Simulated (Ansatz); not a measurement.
Write the native input for Ansatz 0.2.0 that does the following.

| Item | Value |
| --- | --- |
| Task | relaxation of cell and atoms |
| Functional | r2SCAN |
| Dispersion | D3(BJ)-ATM |
| Potentials or basis | Ansatz PAW |
| Cutoff | 500 eV (not typed: the program's choice for these potentials) |
| k mesh | 10 × 10 × 10 |
| Occupations | fermi-dirac, width 0.05 eV |
| Spin | no spin polarisation |

HfN:

```
CELL_PARAMETERS angstrom
0.00000 2.25600 2.25600
2.25600 0.00000 2.25600
2.25600 2.25600 0.00000
ATOMIC_POSITIONS crystal
Hf 0.00000 0.00000 0.00000
N 0.50000 0.50000 0.50000
```

These files were run (other wordings do the same):

input.yaml

```yaml
crystal:
  lattice:
    - [0.0, 2.256, 2.256]
    - [2.256, 0.0, 2.256]
    - [2.256, 2.256, 0.0]
  atoms:
    - { symbol: Hf, position: [0.0, 0.0, 0.0] }
    - { symbol: "N", position: [0.5, 0.5, 0.5] }
hamiltonian:
  xc: r2scan
  pseudopotentials: { kind: paw }
  dispersion: d3bjatm
kpoints:
  mp_grid: { grid: [10, 10, 10] }
scf:
  occupations: { method: fermi_dirac, width: 0.05 }
output:
  forces: true
  stress: true
  eigenvalues: true
relax:
  f_tol: 0.01
  max_steps: 40
  cell: { stress_tol: 0.05 }
```

Potentials or basis: Ansatz PAW.

Command:

```bash
$ ansatz run input.yaml --threads 2 --pin off --max-ram 5632MiB --backend cpu --events-out ev --progress --plain --runs-dir out
```

It gave:

The relaxed volume is 11.52 Å³/atom. The relaxed cell is a = 3.194 Å, b = 3.194 Å, c = 3.194 Å, α = 60.00°, β = 60.00°, γ = 60.00°, the space group after relaxing (to 0.05 Å) is Fm-3m (No. 225) and the energy gained by relaxing is 0.1 meV/atom. The ionic steps are 4. The pressure after relaxing is 0.0 GPa and the band gap on the k mesh is none (metal or under the smearing width).

Caveat: the plane-wave basis is chosen anew once the cell has moved, so the energies of steps on either side of that aren't comparable; pairwise dispersion overbinds metals, which lowers pressure and volume; the PAW data sets come from PBE, with cores solved anew for the run's functional, which leaves a small shift of forces and pressure.

Run time: 7.7 s on 2 threads of Arm Neoverse V1, with other jobs on the host, peak memory 0.35 GiB.
